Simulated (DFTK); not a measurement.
Runs of DFTK 0.8.2 on Pt. The structure is cubic, space group Fm-3m (No. 225). The conventional cell has a = 3.922 Å, b = 3.922 Å, c = 3.922 Å, α = 90.00°, β = 90.00°, γ = 90.00°. Pt (site symmetry m-3m) has 12 Pt at 2.77 Å as nearest neighbours. 

| task | level | potentials or basis | k mesh | cutoff (eV) | valence electrons | SCF solver | mesh quality | gap on the mesh (eV) | pressure (GPa) | V0 of scaled cells (Å³/atom) | B0 (GPa) |
| --- | --- | --- | --- | --- | --- | --- | --- | --- | --- | --- | --- |
| equation of state | r2SCAN | cp2k.nc.sr.pbe.v0_1.semicore.gth (PBE, GTH) | 7 × 7 × 7 | 2558 | Pt 18 | - | coarse | - | - | 15.36 | 278 |
| band structure | PBEsol | cp2k.nc.sr.pbe.v0_1.semicore.gth (PBE, GTH) | 12 × 12 × 12 | 1959 | Pt 18 | - | not flagged | none | -3.7 | - | - |
| band structure | BLYP | SG15 1.2 (PBE) | 12 × 12 × 12 | 1225 | Pt 18 | - | not flagged | none | 26.7 | - | - |
| equation of state | LDA | cp2k.nc.sr.lda.v0_1.semicore.gth (LDA, GTH) | 8 × 8 × 8 | 1660 | Pt 18 | - | not flagged | - | - | 14.80 | 315 |
| equation of state | PBEsol | dojo.nc.sr.pbesol.v0_4_1.standard.upf (PBEsol) | 12 × 12 × 12 | 1143 | Pt 18 | - | not flagged | - | - | 15.02 | (b) |
| equation of state | PBEsol | SPMS 1.0 (PBE) | 9 × 9 × 9 | 1225 | Pt 18 | - | not flagged | - | - | (a) | 291 |
| band structure | BJ06 | SG15 1.2 (PBE) | 12 × 12 × 12 | 1225 | Pt 18 | - | not flagged | none | - | - | - |
| band structure | r2SCAN | SG15 1.2 (PBE) | 12 × 12 × 12 | 1225 | Pt 18 | - | not flagged | none | 4.4 | - | - |
| band structure | AM05 | SG15 1.2 (PBE) | 12 × 12 × 12 | 1225 | Pt 18 | - | not flagged | none | -1.3 | - | - |
| band structure | PBEsol | SG15 1.2 (PBE) | 12 × 12 × 12 | 1225 | Pt 18 | - | not flagged | none | 0.7 | - | - |
| band structure | r2SCAN | cp2k.nc.sr.pbe.v0_1.largecore.gth (PBE, GTH, large core) | 12 × 12 × 12 | 1415 | Pt 10 | ScfAndersonSolver | not flagged | none | 9.2 | - | - |

Alike in all rows: no spin polarisation; cell as given; smearing fermi-dirac 0.05 eV.

Problem. Fill in the values left out.

Solution. (a) 15.01; (b) 287.

Caveats: some runs use coarse meshes; the potentials were made for another functional, which shifts forces and pressure (some runs); spin-orbit coupling is left out, which moves the levels of the heavy elements (some runs); GTH potentials come without recommended cutoffs, and this one wasn't checked for convergence (some runs); the program warned that the kinetic-energy density falls under its von Weizsäcker bound, which can give unphysical results (some runs); the program leaves the constant c of mgga_x_tb09 at 1, so the potential is Becke-Johnson's (BJ06) and not Tran and Blaha's, with levels but no total energy (some runs); this set keeps more shells in the core, which shifts pressures and gaps (some runs).

A k mesh can miss the band edges, and the runs leave out spin-orbit coupling on Pt.

A gap of «none» marks a metal or a gap under the smearing width.

Runs at the PBE level aren't shown here.
